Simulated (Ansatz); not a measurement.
**A faulty run on KS2O3 Cc (96 atoms)**

Program: Ansatz 0.2.0. The cell: 16 K, 32 S and 48 O.

The input, input.yaml:

```yaml
crystal:
  lattice:
    - [22.093, 0.0, 0.0]
    - [0.0, 8.0, 0.0]
    - [-2.1449, 0.0, 9.87883]
  atoms:
    - { symbol: K, position: [0.22108, 0.55777, 0.45237] }
    - { symbol: K, position: [0.2171, 0.42582, 0.9392] }
    - { symbol: K, position: [0.72188, 0.05863, 0.43318] }
    - { symbol: K, position: [0.72185, 0.91052, 0.93443] }
    - { symbol: K, position: [0.06165, 0.90242, 0.38905] }
    - { symbol: K, position: [0.06619, 0.0954, 0.89472] }
    - { symbol: K, position: [0.56511, 0.41359, 0.38118] }
    - { symbol: K, position: [0.56279, 0.58205, 0.87473] }
    - { symbol: K, position: [0.01408, 0.37558, 0.26403] }
    - { symbol: K, position: [0.01394, 0.61536, 0.77148] }
    - { symbol: K, position: [0.51567, 0.88479, 0.26424] }
    - { symbol: K, position: [0.51326, 0.12186, 0.75971] }
    - { symbol: K, position: [0.42246, 0.34853, 0.04818] }
    - { symbol: K, position: [0.42918, 0.65449, 0.55045] }
    - { symbol: K, position: [0.92605, 0.83067, 0.04683] }
    - { symbol: K, position: [0.92968, 0.16013, 0.55892] }
    - { symbol: S, position: [0.15761, 0.17289, 0.2097] }
    - { symbol: S, position: [0.16581, 0.81737, 0.70546] }
    [... 72 atom lines left out ...]
    - { symbol: O, position: [0.82601, 0.00323, 0.6342] }
    - { symbol: O, position: [0.82428, 0.00631, 0.13199] }
    - { symbol: O, position: [0.32172, 0.33187, 0.82855] }
    - { symbol: O, position: [0.32179, 0.66958, 0.33694] }
    - { symbol: O, position: [0.82527, 0.8229, 0.82492] }
    - { symbol: O, position: [0.82735, 0.18207, 0.33165] }
kpoints:
  mp_grid: { grid: [1, 2, 2] }
hamiltonian:
  xc: pbe
scf:
  occupations: { method: gaussian, width: 0.025 }
  eigensolver: { kind: { support_functions: { accuracy: medium, radius: 3.34 } } }
  max_iter: 150
output:
  forces: true
  eigenvalues: true
```

On the command line:

```sh
$ ansatz run input.yaml --threads 8 --pin off --max-ram 15872MiB --backend cpu --events-out ev --progress --plain --runs-dir out
```

Log:

```text
Warning: scf.eigensolver.kind.support_functions: disabling space-group detection — the functions' gradient is summed over unrotated k-points, so no spatial operation reduces the k-mesh or symmetrises the density; time reversal is kept, so that k and −k are solved as one point where they differ and the mesh holds both, and exact exchange and, on two spinor components, a DFT+U term hold to it where the run has them: [...]
Warning: basis.ecutwfc = 464 eV, auto-derived: no grid that the accuracy of the support functions lays serves the files at the lower one that their records recommend; a deck with other species or settings can derive another value
settings of this run that can trade accuracy for cost: scf.eigensolver.kind.support_functions [...]
Engine: ansatz 0.2.0, aarch64-unknown-linux-gnu
Pseudopotentials: kind: paw
Pseudopotential: K, paw, valence charge 9, recommended cutoff 420 eV (normal), K.paw.azcp
Pseudopotential: S, paw, valence charge 6, recommended cutoff 420 eV (normal), S.paw.azcp
Pseudopotential: O, paw, valence charge 6, recommended cutoff 420 eV (normal), O.paw.azcp
[... 5 lines on functional and potentials left out ...]
Error: SCF: the radius of support functions is under 3.74 Å, the least for these sites at the functions' level (scf.eigensolver.kind.support_functions.accuracy). Use scf.eigensolver.kind: auto, or type scf.eigensolver.kind.support_functions.radius at least as long, [...]
```

Elapsed: 2.7 s, on 8 threads of Arm Neoverse V2, shared host; peak memory 0.35 GiB.

**Question.** What is wrong with this input, and how is it mended?

A radius under the least that the level allows: support_functions.radius = 3.34.

The fix is to use a longer radius.

The run ended with an error.

[Long decimals in the printed logs are rounded to 6 places.]

[Logs are printed without paths, hosts, clocks, repeated set-up lines and the standing remarks that a program may print on its own settings, such as how far it seeks lower states.]

[Hosts, paths, dates, database ids (printed as entryN), source tags and the programs' standing remarks are cut or masked in the printed files.]
